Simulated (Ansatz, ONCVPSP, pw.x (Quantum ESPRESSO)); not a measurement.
Mg (fcc): variants of one ONCV potential in the solid

```
Element                 : Mg
Generator               : ONCVPSP 4.0.1.1 (patched build)
Type                    : optimised norm-conserving Vanderbilt (ONCV)
Functional              : PBE
Relativity              : scalar-relativistic
Frozen core             : [Ne]
Valence charge          : 2
Reference configuration : 3s2
Partial waves           : 3s: rc 2.65 bohr, ncon 4, nbas 7, qcut 2.3 1/bohr, 3 projectors, debl 1.7 Ha; p scattering state at 0.15 Ha: rc 2.10 bohr, ncon 4, nbas 9, qcut 4.7 1/bohr, 2 projectors, debl 2.9 Ha; d scattering state at 0.06 Ha: rc 2.10 bohr, ncon 4, nbas 7, qcut 4.2 1/bohr, 2 projectors, debl 3.9 Ha
Local potential         : polynomial inside 1.55 bohr (lpopt 5, dvloc0 3 Ha)
Core correction         : Teter function, fcfact 4.25, rcfact 1.25
```

Crystal test: fcc Mg in pw.x 7.5, no spin, 13³ k-points, Fermi–Dirac smearing 0.01 Ry, cutoffs set for each file from its atomic test. The reference is all-electron LAPW (Ansatz 0.2.0) with the same functional, mesh and smearing; V0 and B0 come from Birch–Murnaghan fits to the pressures at five volumes. Errors are pseudo minus all-electron; Δ is the rms difference of the E(V) curves that follow from these fits, minima aligned, over ±6 % about the mean V0. Mesh and smearing are coarse, so the numbers serve the comparison and aren't converged zero-temperature values; the lattice is a test structure that the element need not adopt.

All-electron: a0 = 4.524 Å (V0 = 23.15 Å³/atom), B0 = 35.0 GPa.

1 further variants are left out: they gave no file fit for a test, a broken result, the same result as the base, or pressures whose basis-set error rivals the error shown.

| change | cutoffs (Ry) | pw.x | a0 (Å) | a0 error (%) | B0 error (%) | Δ (meV/atom) | mean pressure error (GPa) |
| --- | --- | --- | --- | --- | --- | --- | --- |
| base | 50/200 | converged | 4.525 | +0.02 | -0.0 | 0.1 | +0.02 |
| d: qcut 3.5 | 50/200 | converged | 4.525 | +0.02 | -0.1 | 0.1 | +0.02 |
| d: rc 3.06 | 50/200 | converged | 4.525 | +0.01 | -0.1 | 0.1 | +0.01 |
| d: nproj 0; local potential the d channel | 50/200 | converged | 4.524 | -0.00 | +0.1 | 0.0 | -0.00 |

Q: Give the row for: local potential polynomial inside 0.90 bohr (lpopt 5, dvloc0 3 Ha).

A: pw.x: converged; mean pressure error (GPa): -0.01; a0 (Å): 4.524; a0 error (%): -0.01; B0 error (%): +0.1; Δ (meV/atom): 0.1.
